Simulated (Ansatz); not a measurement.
Computed with Ansatz on PBE0-D4/def2-TZVP structures; ΔE is electronic, products minus reactants. CCSD(T)/CBS is the MP2 limit (def2-TZVPP, def2-QZVPP) plus CCSD(T) − MP2 in def2-TZVPP, frozen cores. Each species was taken in one conformer, which may not be the lowest.

Reaction (formal exchange of groups at the Al–Si bond): `[AlH2][SiH2]S` + `CCCN` → `C[CH]([AlH2])CN` + `[SiH3]S`

```
          species  MP2/CBS(def2) energy (Eh)
  `[AlH2][SiH2]S`                 -931.80098
           `CCCN`                 -174.20301
`C[CH]([AlH2])CN`                 -416.77811
        `[SiH3]S`                 -689.21850
```

Problem. Work out ΔE.

Solution. ΔE = (-416.77811) + (-689.21850) − (-931.80098) − (-174.20301) = 0.00738 Eh = +0.20 eV. CCSD(T)/CBS gives +0.29 eV.

Largest T1 diagnostic among the species: 0.012.

The D4 term adds −0.05 eV with B3LYP and −0.03 eV with PBE0; it sums over pairs of atoms, weighted by their polarisabilities, and B3LYP, whose exchange is more repulsive, gets the larger term. In def2-TZVPP, CCSD(T) changes the Hartree–Fock value by −0.08 eV (the triples alone add −0.02 eV) and MP2 by −0.17 eV.

B3LYP here is the variant with VWN-RPA as its local correlation; programs differ in this.
